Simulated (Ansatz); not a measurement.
# Cd: equation of state

The task here is to estimate one member of a computed series from the others.

Computed with Ansatz 0.2.0 (DFT PBE, scalar-relativistic, unless a step's input says otherwise).

### The system as given

Symmetry: P6_3/mmc, No. 194, hexagonal system. The conventional cell has a = 2.979 Å, b = 2.979 Å, c = 5.618 Å, α = 90.00°, β = 90.00°, γ = 120.00°. Cd (site symmetry -6m2) is surrounded by 12 Cd at 2.98 to 3.29 Å.

Structure file:

```cif
data_structure
_symmetry_space_group_name_H-M 'P 1'
_symmetry_Int_Tables_number 1
_cell_length_a 2.9789
_cell_length_b 2.9789
_cell_length_c 5.6177
_cell_angle_alpha 90.000
_cell_angle_beta 90.000
_cell_angle_gamma 120.000
_cell_volume 43.17
loop_
_atom_site_label
_atom_site_type_symbol
_atom_site_fract_x
_atom_site_fract_y
_atom_site_fract_z
_atom_site_occupancy
Cd1 Cd 0.33333 0.66667 0.25000 1
Cd2 Cd 0.66667 0.33333 0.75000 1
```

Atoms are numbered in the order of the input: Cd1, Cd2.

The first run:

The input, input.yaml:

```yaml
crystal:
  lattice:
    - [2.938612539, 0.0, 0.0]
    - [-1.4693062694, 2.5449131106, 0.0]
    - [0.0, 0.0, 5.5417265038]
  atoms:
    - { symbol: Cd, position: [0.3333333333, 0.6666666667, 0.25] }
    - { symbol: Cd, position: [0.6666666667, 0.3333333333, 0.75] }
kpoints:
  mp_grid: { grid: [14, 14, 7] }
  band_path:
    path:
      - [0.0, 0.0, 0.0]
      - [0.5, 0.0, 0.0]
      - [0.3333333333, 0.3333333333, 0.0]
      - [0.0, 0.0, 0.0]
      - [0.0, 0.0, 0.5]
      - [0.5, 0.0, 0.5]
      - [0.3333333333, 0.3333333333, 0.5]
      - [0.0, 0.0, 0.5]
      - [0.5, 0.0, 0.5]
    npoints: 5
scf:
  occupations: { method: fermi_dirac, width: 0.05 }
hamiltonian:
  xc: pbe
  pseudopotentials: { kind: all_electron, lapw: { basis_error: 0.00025 } }
output:
  forces: true
  stress: true
  eigenvalues: true
```

Command:

```
> ansatz run input.yaml --threads 1 --pin off --max-ram 3072MiB --backend cpu --events-out ev --progress --plain --runs-dir out
```

Steps of the session up to this table: Volume × 0.96, LAPW; Volume × 0.96, PAW; Volume × 0.96, crystal datasets; Volume × 0.99, LAPW; Volume × 0.99, PAW; Volume × 0.99, crystal datasets; Volume × 1.02, LAPW; Volume × 1.02, PAW; Volume × 1.02, crystal datasets; Volume × 1.06, LAPW; Volume × 1.06, PAW; Volume × 1.06, crystal datasets.

One of the session's tables, all rows but one given; the rest of the session is left out.

It belongs to the step «The equation of state». 

```
          method  volume (Å³/atom)  pressure (GPa)
            LAPW            20.722            5.83
            LAPW            21.369            3.64
            LAPW            22.017            1.84
            LAPW            22.880           -0.03
             PAW            20.722               ?
             PAW            21.369            3.64
             PAW            22.017            1.84
             PAW            22.880           -0.03
crystal datasets            20.722            5.83
crystal datasets            21.369            3.64
crystal datasets            22.017            1.84
crystal datasets            22.880           -0.03
```

Q: Estimate the row for PAW, 20.722 from the others.

The run gave: pressure (GPa): 5.84. In the column «pressure (GPa)» it is the highest.

Limits of these values: Shape and positions are held, so a fully relaxed modulus can be lower. Warnings in the runs' records: gradients without spin orbit, crystal datasets made.
